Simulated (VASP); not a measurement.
Write the native input for VASP 6.6.1 that does the following.

| Property | Result |
| --- | --- |
| Task | relaxation of cell and atoms |
| Functional | PBE |
| Potentials or basis | VASP PAW PBE potentials, release 64 (W_sv, C) |
| Cutoff | 700 eV |
| k mesh | 18 × 18 × 14 |
| Occupations | gaussian, width 0.1 eV |
| Spin | no spin polarisation |
| Further INCAR settings | ALGO = Normal; EDIFF = 1e-07; IBRION = 2; EDIFFG = -0.002; NSW = 80; ISIF = 3 |

The structure of WC lies in POSCAR:

```
WC
1.0
    2.9065000000      0.0000000000      0.0000000000
   -1.4532500000      2.5171028400      0.0000000000
    0.0000000000      0.0000000000      2.8366000000
W C
1 1
Direct
    0.0000000000      0.0000000000      0.0000000000
    0.6666666700      0.3333333300      0.5000000000
```

The input as run:

INCAR

```
  PREC = Accurate
  ENCUT = 700
  EDIFF = 1E-7
  ISMEAR = 0
  SIGMA = 0.1
  LREAL = False
  LASPH = True
  NELM = 60
  ALGO = Normal
  ISIF = 3
  LWAVE = False
  LCHARG = False
  GGA = PE
  IBRION = 2
  NSW = 80
  EDIFFG = -0.002
```

KPOINTS

```
Automatic mesh
0
Gamma
  18 18 14
```

Potentials or basis: VASP PAW PBE potentials, release 64 (W_sv, C).

The run is started by

```bash
$ cat potpaw_PBE.64/W_sv/POTCAR potpaw_PBE.64/C/POTCAR > POTCAR
$ mpirun -np 1 vasp_std > vasp.out
```

Results of the run:

The relaxed volume is 10.55 Å³/atom. The relaxed cell is a = 2.924 Å, b = 2.924 Å, c = 2.850 Å, α = 90.00°, β = 90.00°, γ = 120.00°. The space group after relaxing (to 0.05 Å) is P-6m2 (No. 187), the energy gained by relaxing is 3.5 meV/atom and the ionic steps are 9. The pressure after relaxing is 0.0 GPa and the band gap on the k mesh is none (metal or under the smearing width).

Wall time 13 min on 1 thread of AMD EPYC 7R43 64-Core Processor (Zen 3) (shared host), peak memory 0.25 GiB.
